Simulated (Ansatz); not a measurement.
# RbBr: strain and displacement

```yaml
crystal:
  lattice:
    - [0.00000, 3.42750, 3.42750]
    - [3.42750, 0.00000, 3.42750]
    - [3.42750, 3.42750, 0.00000]
  atoms:
    - { symbol: Rb, position: [0.00000, 0.00000, 0.00000] }
    - { symbol: Br, position: [0.50000, 0.50000, 0.50000] }
```

Atom numbers follow the list: Rb1, Br2.

The cell is COD entry 1010048, as deposited and not checked against the literature; nothing was relaxed. It is an old determination, and later ones may differ.

Computed with DFT, PBEsol, all-electron LAPW, scalar-relativistic (Ansatz 0.2.0).

Numerical set-up: a Γ-centred 7×7×7 k mesh, Fermi–Dirac smearing of 0.03 eV, basis error target 1 meV/atom, no spin polarisation.

The unchanged cell is at -0.06 GPa.

Semilocal functionals give too small gaps.

x, y and z are the Cartesian axes of the cell as listed; fractional coordinates follow a strain, and an engineering shear is twice the off-diagonal strain component.

**Question.** One change gave: energy change under 1 meV/atom; stress change (xx, yy, zz, yz, xz, xy) 0.00, 0.00, 0.00, -0.04, -0.04, -0.04 GPa, compression positive; gap on the k mesh 4.21 → 4.20 eV. Which change was it?
A. equal xy, yz and zx engineering shear strains of +1 %
B. equal xy, yz and zx engineering shear strains of -1 %
C. equal xy, yz and zx engineering shear strains of +2 %
D. equal xy, yz and zx engineering shear strains of -2 %

**Answer.** A. For equal xy, yz and zx engineering shear strains of -2 %: energy change under 1 meV/atom; stress change (xx, yy, zz, yz, xz, xy) 0.00, 0.00, 0.00, 0.08, 0.08, 0.08 GPa, compression positive; gap on the k mesh 4.21 → 4.18 eV. For equal xy, yz and zx engineering shear strains of -1 %: energy change under 1 meV/atom; stress change (xx, yy, zz, yz, xz, xy) 0.00, 0.00, 0.00, 0.04, 0.04, 0.04 GPa, compression positive; gap on the k mesh 4.21 → 4.20 eV. For equal xy, yz and zx engineering shear strains of +2 %: energy change under 1 meV/atom; stress change (xx, yy, zz, yz, xz, xy) 0.00, 0.00, 0.00, -0.09, -0.09, -0.09 GPa, compression positive; gap on the k mesh 4.21 → 4.19 eV.
